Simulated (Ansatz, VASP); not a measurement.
## TiC in VASP and in Ansatz

```
Ti C
1.0
     0.00000    2.13042    2.13042
     2.13042    0.00000    2.13042
     2.13042    2.13042    0.00000
Ti C
1 1
Direct
  0.00000 0.00000 0.00000
  0.50000 0.50000 0.50000
```

Alike in both runs: task single point; functional LDA; k mesh 12 × 12 × 12; occupations gaussian, width 0.1 eV; no spin polarisation.

|  | VASP | Ansatz |
| --- | --- | --- |
| version | VASP 6.6.1 | Ansatz 0.2.0 |
| potentials or method | VASP PAW LDA potentials, release 64 (Ti_sv, C) | plane-wave PAW, scalar-relativistic |
| plane-wave cutoff (eV) | 520 | 420 |
| valence electrons in the cell | 16 | 16 |

```csv
,VASP,Ansatz,Ansatz less VASP
pressure (GPa),0.7,0.0,-0.70
```

Ansatz warned: «pseudo_functional_mismatch».
